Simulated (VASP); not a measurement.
A run of VASP 6.6.1 is set up as follows.

INCAR

```
SYSTEM = CdTe
PREC = Accurate ; ENCUT = 600
EDIFF = 1E-6 ; ISMEAR = 0
SIGMA = 0.03 ; LREAL = .False.
LASPH = .True. ; NELM = 80
ALGO = Normal ; ISIF = 3
LWAVE = .False. ; LCHARG = .False.
GGA = PS ; IBRION = 2
NSW = 90 ; EDIFFG = -0.01
KPAR = 8
```

The input KPOINTS:

```
Automatic mesh
0
Gamma
  8 8 8
  0 0 0
```

POSCAR

```
CdTe
1.0
    0.0000000000      3.2050000000      3.2050000000
    3.2050000000      0.0000000000      3.2050000000
    3.2050000000      3.2050000000      0.0000000000
Cd Te
1 1
Direct
    0.0000000000      0.0000000000      0.0000000000
    0.2500000000      0.2500000000      0.2500000000
```

Potentials or basis: VASP PAW PBE potentials, release 64 (Cd, Te).

Run with:

```bash
$ cat potpaw_PBE.64/Cd/POTCAR potpaw_PBE.64/Te/POTCAR > POTCAR
$ mpirun -np 8 vasp_std > vasp.out
```

Problem. What does it give for the relaxed volume?

Solution. 34.26 Å³/atom.

Problem. Predict the relaxed cell.

Solution. a = 4.593 Å, b = 4.593 Å, c = 4.593 Å, α = 60.00°, β = 60.00°, γ = 60.00°.

Problem. Estimate the space group after relaxing (to 0.05 Å).

Solution. F-43m (No. 216).

Step by step:
```
step  energy change (eV)  largest force (eV/Å)  pressure (GPa)  volume (Å³)
   1              0.0000                0.0000            1.81        65.84
   2             -0.0129                0.0000           -0.54        69.46
   3             -0.0145                0.0000            0.00        68.52
```

Caveat: the PAW data sets were made with another functional, which shifts forces and pressure a little. Zero-point motion and thermal expansion aren't in these numbers.
